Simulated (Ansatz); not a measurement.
# Al: a line through an energy map

The task here is to estimate one member of a computed series from the others.

Program: Ansatz 0.2.0. Level of theory: DFT PBE+D3(BJ), scalar-relativistic, plane waves, PAW. These are calculated values, not measurements.

72 further runs of the same task are left out: 72 set aside as unsound or not needed.

**Starting point**

Symmetry: P6_3/mmc, No. 194, hexagonal system. Conventional cell: a = 2.815 Å, b = 2.815 Å, c = 9.242 Å, α = 90.00°, β = 90.00°, γ = 120.00°. Around Al (site symmetry -3m) lie 12 Al at 2.81 to 2.82 Å. Around Al (site symmetry -6m2) lie 12 Al at 2.81 to 2.82 Å.

Structure file:

```
CELL_PARAMETERS angstrom
2.81478 0.00000 0.00000
-1.40739 2.43767 0.00000
0.00000 0.00000 9.24180
ATOMIC_POSITIONS crystal
Al 0.00000 0.00000 0.00000
Al 0.33333 0.66667 0.25000
Al 0.00000 0.00000 0.50000
Al 0.66667 0.33333 0.75000
```

It goes back to an entry of the Materials Project, which need not be the stable form.

This cell was relaxed beforehand with the same method: volume 15.85 Å³/atom, gap on the mesh none (metal).

**The scan**

The energy is mapped over volume and the cell's shape.

- volume per atom: 11 values from 14.585 to 17.121 Å³
- c/a of the conventional cell: 11 values from 3.030 to 3.557

Nothing else is relaxed (symmetry fixes all fractional coordinates). Energies count from the relaxed crystal. Points are written as (first, second).

Set-up of the first run:

Contents of input.yaml:

```yaml
crystal:
  lattice:
    - [2.6940851632, 0.0, 0.0]
    - [-1.3470425816, 2.3331461913, 0.0]
    - [0.0, 0.0, 9.2813927959]
  atoms:
    - { symbol: Al, position: [0.0, 0.0, 0.0] }
    - { symbol: Al, position: [0.3333333333, 0.6666666667, 0.25] }
    - { symbol: Al, position: [0.0, 0.0, 0.5] }
    - { symbol: Al, position: [0.6666666667, 0.3333333333, 0.75] }
basis:
  ecutwfc: 420
kpoints:
  mp_grid: { grid: [18, 18, 6] }
hamiltonian:
  xc: pbe
  dispersion: d3bj
scf:
  occupations: { method: gaussian, width: 0.15 }
output:
  forces: true
  stress: true
  eigenvalues: true
```

Command:

```
ansatz run input.yaml --threads 2 --pin off --max-ram 4096MiB --backend cpu --events-out ev --progress --plain --runs-dir out
```

Steps of the session up to this table: Grid point (14.585 Å³, 3.445); Point (14.839 Å³, 3.445); The run at (15.092 Å³, 3.445); Point (15.599 Å³, 3.445); The run at (15.853 Å³, 3.445); The run at (16.107 Å³, 3.445); Grid point (16.360 Å³, 3.445); Grid point (16.614 Å³, 3.445); The run at (17.121 Å³, 3.445).

One of the session's tables, all rows but one given; the rest of the session is left out.

It belongs to the step «The line in numbers». 

```
volume per atom (Å³)  energy (meV/atom)  slope (meV/atom per Å³)  pressure (GPa)
              14.585               42.0                      −56             9.0
              14.839               29.4                      −43             7.0
              15.092                  ?                        ?               ?
              15.346               13.3                      −21             3.4
              15.599                9.2                      −11             1.8
              15.853                7.6                       −2             0.3
              16.107                8.1                        6            −1.0
              16.360               10.7                       14            −2.2
              16.614               15.1                       21            −3.3
              16.868               21.1                       27            −4.3
              17.121               28.7                       33            −5.3
```

Estimate the missing values for volume per atom (Å³) = 15.092.

Worked estimate for «energy (meV/atom)». A straight line through the neighbours (14.839, 29.4) and (15.346, 13.3) gives 29.4 + (13.3 − 29.4) × (15.092 − 14.839) / (15.346 − 14.839) = 21.4; a parabola fitted to 4 rows on both sides gives 20.0.

As computed: energy (meV/atom): 19.9; slope (meV/atom per Å³): −32; pressure (GPa): 5.1. In «energy (meV/atom)» the line misses by +1.5 and the parabola by +0.1.

Energies count from the relaxed crystal. Rows without a step come from runs not printed here or follow by symmetry.

The lowest point of the line is at 15.853 Å³, 7.6 meV/atom from the zero. V·d²E/dV² there is about 85 GPa, a bulk modulus under this line's constraint. The highest point computed, at 14.585 Å³, lies 34.5 meV/atom above the lowest.
